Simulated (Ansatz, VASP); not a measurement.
TePb: VASP beside Ansatz

INCAR

```
SYSTEM = TePb
  ALGO = Fast
  EDIFF = 1E-6
  ENCUT = 520
  GGA = PE
  ISIF = 2
  ISMEAR = -1
  LASPH = .True.
  LCHARG = .False.
  LREAL = .False.
  LWAVE = .False.
  NBANDS = 17
  NELM = 100
  PREC = Accurate
  SIGMA = 0.08
```

The input KPOINTS:

```
k-points
0
Gamma
  10 10 10
  0 0 0
```

The input POSCAR:

```
TePb
1.0
    4.0022870000      0.0000000000      0.0000000000
    0.0000000000      4.0022870000      0.0000000000
    0.0000000000      0.0000000000      4.0022870000
Te Pb
1 1
Direct
    0.5053002196      0.5053002196      0.5000000000
    0.0000000000      0.0000000000      0.0000000000
```

Input for Ansatz:

```yaml
crystal:
  lattice:
    - [4.002287, 0.0, 0.0]
    - [0.0, 4.002287, 0.0]
    - [0.0, 0.0, 4.002287]
  atoms:
    - { symbol: Te, position: [0.5053002196, 0.5053002196, 0.5] }
    - { symbol: Pb, position: [0.0, 0.0, 0.0] }
kpoints:
  mp_grid: { grid: [10, 10, 10] }
scf:
  occupations: { method: fermi_dirac, width: 0.08 }
hamiltonian:
  xc: pbe
  pseudopotentials: { kind: all_electron, lapw: { basis_error: 0.001 } }
output:
  forces: true
  stress: true
  eigenvalues: true
```

Alike in both runs: task single point; functional PBE; k mesh 10 × 10 × 10; occupations fermi-dirac, width 0.08 eV; no spin polarisation.

|  | VASP | Ansatz |
| --- | --- | --- |
| version | VASP 6.6.1 | Ansatz 0.2.0 |
| potentials or method | VASP PAW PBE potentials, release 64 (Te, Pb_d) | all-electron LAPW, scalar-relativistic |
| plane-wave cutoff (eV) | 520 | see its input |

Ansatz gave:

| Item | Value |
| --- | --- |
| pressure (GPa) | -0.2 |
| rms of the force components (eV/Å) | 0.006 |

Estimate VASP's values.

pressure (GPa): -0.3; rms of the force components (eV/Å): 0.006.

Atom by atom the forces differ by 0.000 eV/Å (rms over components). Ansatz ran all-electron here, so the differences hold the error of VASP's frozen core and of both bases.

The runs have no spin-orbit coupling, so splittings on Pb, Te are missing.
